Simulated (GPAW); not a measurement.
# SnO2 (P1) in GPAW: single point with PBE

Aim: the single point of SnO2 with PBE.

Program: GPAW 26.7.0. These are calculated values, not measurements. Logs are shortened: lines on timing, memory, paths and dates and some standing lists are left out, and cuts for length are marked. The log counts tension as positive stress, the text compression.

### 1 The cell of the first run

The typed cell holds 6 atoms: a = 6.174 Å, b = 5.781 Å, c = 5.896 Å, α = 139.25°, β = 142.72°, γ = 58.15°.

The cell comes from a database or a generator and needn't be the stable form of this composition.

### 2 Single point, PBE (cell sheared at random, sigma 0.03, atoms nudged by 0.01 Å)

Contents of run.py:

```python
from ase import Atoms
from ase.dft.bandgap import bandgap
from ase.io import write
from ase.units import GPa
from gpaw import GPAW, PW

atoms = Atoms(['Sn', 'Sn', 'O', 'O', 'O', 'O'],
              cell=[[-2.25851298, 2.13920021, 5.33289253],
                    [1.95234455, -1.87184783, 5.10901414],
                    [2.10972555, 1.7230604, -5.22852941]],
              scaled_positions=[[0.75053486, 0.25119921, 0.50032947],
                                [0.99927672, 0.00046538, 0.00170619],
                                [0.79416768, 0.79614828, 0.9965034],
                                [0.95182901, 0.4556373, 0.50045619],
                                [0.20645512, 0.19748792, 0.99742086],
                                [0.54773662, 0.04906191, 0.50358389]],
              pbc=True)

calc = GPAW(mode=PW(650),
            xc='PBE',
            kpts={'size': (3, 3, 4), 'gamma': True},
            occupations={'name': 'fermi-dirac', 'width': 0.05},
            nbands=43,
            maxiter=120,
            txt='gpaw.txt')
atoms.calc = calc
energy = atoms.get_potential_energy()
forces = atoms.get_forces()
stress = atoms.get_stress()
calc.write('gs.gpw')
write('result.traj', atoms)
print(f'Energy: {energy:.6f} eV')
print('Forces (eV/A):')
print(forces.round(4))
print('Stress (GPa):', (stress / GPa).round(3))
print('Fermi level:', round(calc.get_fermi_level(), 4), 'eV')
print(f'Gap: {bandgap(calc)[0]:.4f} eV, direct: {bandgap(calc, direct=True)[0]:.4f} eV')
```

Potentials or basis: GPAW PAW data sets (gpaw-data 1.2.1), pw.

The run is started by

```console
$ OMP_NUM_THREADS=1 python run.py
```

gpaw.txt:

```text
__  _  _
 | _ |_)|_||  |
 |__||  | ||/\| - 26.7.0

Input parameters:
  mode=PW(ecut=650.0),
  kpts=MonkhorstPack(size=(3, 3, 4), gamma=True),
  maxiter=120,
  nbands=43,
  occupations=Occupations(name='fermi-dirac', width=0.05),
  xc=XC(name='PBE')

Diagonalizing LCAO Hamiltonian
Converting LCAO to pw mode

       Sn
            O

            Sn   O

             O

                  O

Atoms  # Å, Bohr magnetons
|   | symbol |         x |        y |         z |    initial magnetic moments |
|---|--------|-----------|----------|-----------|-----------------------------|
| 0 |     Sn | -0.149107 | 1.997436 |  2.669915 | ( 0.0000,  0.0000,  0.0000) |
| 1 |     Sn | -2.252371 | 2.139722 |  5.322492 | ( 0.0000,  0.0000,  0.0000) |
| 2 |      O |  1.863066 | 1.925651 |  3.092496 | ( 0.0000,  0.0000,  0.0000) |
| 3 |      O | -0.204332 | 2.045585 |  4.787209 | ( 0.0000,  0.0000,  0.0000) |
| 4 |      O |  2.023567 | 1.790598 | -3.105073 | ( 0.0000,  0.0000,  0.0000) |
| 5 |      O | -0.078861 | 1.947587 |  0.538675 | ( 0.0000,  0.0000,  0.0000) |

Unit cell  # Å
| periodic |         x |         y |         z |  lengths |     angles |
|----------|-----------|-----------|-----------|----------|------------|
|      yes | -2.258513 |  2.139200 |  5.332893 | 6.173881 | 139.251444 |
|      yes |  1.952345 | -1.871848 |  5.109014 | 5.780786 | 142.721108 |
|      yes |  2.109726 |  1.723060 | -5.228529 | 5.895541 |  58.152425 |

Number of symmetries: 1
Symmetry operations  # r_c * U_cc + t_c -> r_c
|   | kind |            matrix            |
|---|------|------------------------------|
| 0 |  E   |  1, 0, 0,  0, 1, 0,  0, 0, 1 |

BZ-sampling:
  Number of BZ points: 36
  Number of IBZ points: 19

  Monkhorst-Pack size: [3, 3, 4]
  Monkhorst-Pack shift: [0.0, 0.0, 0.125]

K-points  # in reciprocal-cell coordinates
|     |                                coordinates |     weight |
|-----|--------------------------------------------|------------|
|   0 | (  0.00000000,   0.00000000,   0.00000000) | 0.02777778 |
|   1 | (  0.00000000,   0.00000000,   0.25000000) | 0.05555556 |
|   2 | (  0.00000000,   0.00000000,   0.50000000) | 0.02777778 |
|   3 | (  0.00000000,   0.33333333,  -0.25000000) | 0.05555556 |
|   4 | (  0.00000000,   0.33333333,   0.00000000) | 0.05555556 |
|   5 | (  0.00000000,   0.33333333,   0.25000000) | 0.05555556 |
|   6 | (  0.00000000,   0.33333333,   0.50000000) | 0.05555556 |
|   7 | (  0.33333333,  -0.33333333,  -0.25000000) | 0.05555556 |
|   8 | (  0.33333333,  -0.33333333,   0.00000000) | 0.05555556 |
|   9 | (  0.33333333,  -0.33333333,   0.25000000) | 0.05555556 |
| ... |                                            |            |
|  18 | (  0.33333333,   0.33333333,   0.50000000) | 0.05555556 |

Plane wave coefficients: 3093
Cutoff: 650.0 eV

Spin-components: 1 (collinear spins)
Bands:           43
Projectors:      32
Spin-degeneracy: 2
Datatype:        complex128

Parallelization:
  kpt:    1
  domain: 1
  band:   1

Density:
  Valence electrons: 52.0
  Components: 1
  Grid points: [40 35 35]
  Charge: 0.0  # |e|

Potential:
  Grid points: [40 35 35]

species:
  Sn:
    name:    Tin
    Z:       50.0
    valence: 14
    core:    36
    charge:  0.0  # [|e|]
    compensation charges:
      type: gauss
      rc: 0.38  # [Å]
      lmax: 2
    cutoffs:
      filter: 2.23  # [Å]
      core: 2.35  # [Å]
    projectors
    | kind |    occ | energy [eV] | rcut [Å] |
    |------|--------|-------------|----------|
    |   5s |  2.000 |     -10.538 |    1.201 |
    |   5p |  2.000 |      -3.696 |    1.270 |
    |   4d | 10.000 |     -25.845 |    1.185 |
    |    s |        |      16.674 |    1.201 |
    |    p |        |      23.515 |    1.270 |
    |    d |        |       1.367 |    1.185 |

    Using partial waves for Sn as LCAO basis

  O:
    name:    Oxygen
    Z:       8.0
    valence: 6
    core:    2
    charge:  0.0  # [|e|]
    compensation charges:
      type: gauss
      rc: 0.21  # [Å]
      lmax: 2
    cutoffs:
      filter: 1.17  # [Å]
      core: 0.83  # [Å]
    projectors
    | kind |    occ | energy [eV] | rcut [Å] |
    |------|--------|-------------|----------|
    |   2s |  2.000 |     -23.961 |    0.688 |
    |   2p |  4.000 |      -9.029 |    0.598 |
    |    s |        |       3.251 |    0.688 |
    |    p |        |      18.182 |    0.598 |
    |    d |        |       0.000 |    0.619 |

    Using partial waves for O as LCAO basis

Reference energy: -344184.795819  # eV

eigensolver:
  PPCG
  Converge bands: occupied
  niter=2

density mixing:
  MSR1-Mixer
  Pratt-step length: 0.05
  Maximum mixing coefficient: 0.75
  Old densities: 10
  SVD Regularization: 0.005
  Good broyden scale: 1.0
  Trust region scale: 1.0
  Backstep threshold: 4.0
  History deletion threshold: 6.0
  Fourier metric: weight=20.0, sigma=0.015

occupation numbers:
  Fermi-Dirac:
    width: 0.0500  # eV

poisson solver:
  ecut: 5200.0  # eV

xc functional:
  name: PBE with 2 nearest neighbor stencil

convergence criteria:
- Maximum [total energy] change in last 3 cyles: 0.0005 eV / valence electron
- Maximum integral of absolute [dens]ity change: 0.0001 electrons / valence electron
- Maximum integral of absolute [eigenst]ate change: 4e-08 eV^2 / valence electron
maximum number of iterations: 120

SCF iterations
|iter     | |      energy | eigst |  dens |
|---------|-|-------------|-------|-------|
|iter:   1| |  -44.046378 | +0.40 |       |
|iter:   2| |  -42.481698 | -1.29 | -0.86 |
|iter:   3| |  -38.028517 | -0.71 | -0.92 |
|iter:   4| |  -38.007649 | -2.67 | -1.48 |
|iter:   5| |  -38.019112c| -3.19 | -1.79 |
|iter:   6| |  -38.015199c| -3.72 | -2.48 |
|iter:   7| |  -38.015460c| -5.08 | -2.97 |
|iter:   8| |  -38.015542c| -5.55 | -3.30 |
|iter:   9| |  -38.015542c| -6.82 | -4.18c|
|iter:  10| |  -38.015542c| -7.63c| -4.44c|

Converged in 10 steps
Energy contributions relative to reference atoms: (reference = -344184.795819)

Energy contributions:
  Kinetic:          72.803036
  Coulomb:         -64.317306
  Zero:              0.091794
  External:          0.000000
  Xc:              -46.593066
  Entropy:          -0.000000
  Spinorbit:         0.000000
  ----------------------------
  Free energy:     -38.015542
  Extrapolated:    -38.015542

dipole moment: (-19.888650, 27.338945, -10.340042)  # |e|*Ang

Fermi level: 4.915
Eigenvalues  # (at kpt = [0.000, 0.000, 0.000])
| band index |      eig [eV] | occ [0-2] |
|------------|---------------|-----------|
|          0 |       -16.476 |     2.000 |
|        ... |               |           |
|         18 |         0.484 |     2.000 |
|         19 |         0.704 |     2.000 |
|         20 |         2.455 |     2.000 |
|         21 |         2.982 |     2.000 |
|         22 |         3.404 |     2.000 |
|         23 |         3.438 |     2.000 |
[... 8 lines left out ...]
|         32 |        15.891 |     0.000 |
|         33 |        16.255 |     0.000 |
|        ... |               |           |
|         42 |        22.905 |     0.000 |

Gap: 1.439 eV
Transition (v -> c):
  (s=0, k=2, n=25, [0.00, 0.00, 0.50]) -> (s=0, k=0, n=26, [0.00, 0.00, 0.00])
Direct/indirect transitions are different
Direct gap: 1.569 eV
Transition at: (s=0, k=0, n=25, [0.00, 0.00, 0.00])

Forces  # eV/Ang
|        x |        y |        z |
|----------|----------|----------|
| -0.56368 | -0.46431 |  0.90487 |  # Sn   0
|  0.52245 |  0.86746 | -0.84516 |  # Sn   1
| -0.08238 |  0.03745 |  0.18607 |  # O    2
|  0.06103 |  0.05586 | -0.25065 |  # O    3
| -0.02464 | -0.34653 | -0.41782 |  # O    4
|  0.08708 | -0.14978 |  0.42279 |  # O    5

Stress tensor  # eV/Ang^3
|         x |         y |         z |
|-----------|-----------|-----------|
|  0.017121 | -0.017813 | -0.033915 |
| -0.017813 | -0.085043 |  0.035157 |
| -0.033915 |  0.035157 |  0.007329 |

# Writing to gs.gpw (mode='')
```

It took 1.7 min on 1 thread of Arm Neoverse V1, shared host; peak memory 0.28 GiB.

The run converged, but some of its settings lie outside the range that counts as converged, so its numbers aren't taken as properties of the crystal.

What came out:

```yaml
Free_energy: -38.0155 eV
Pressure: 3.2 GPa
Largest_force: 1.319 eV/Å
Band_gap_on_the_k_mesh: 1.44 eV, indirect (least direct gap 1.57 eV)
```

Caveat: the k mesh is coarse (spacing up to 0.58 Å⁻¹), so the values aren't converged; the cutoff is short for stress and forces, so pressures can be off by a GPa or more; spin-orbit coupling is left out, which moves the levels of the heavy elements; an odd mesh through Γ misses points on the zone boundary, where band edges often lie; the program warned that so skewed a cell can give wrong results.
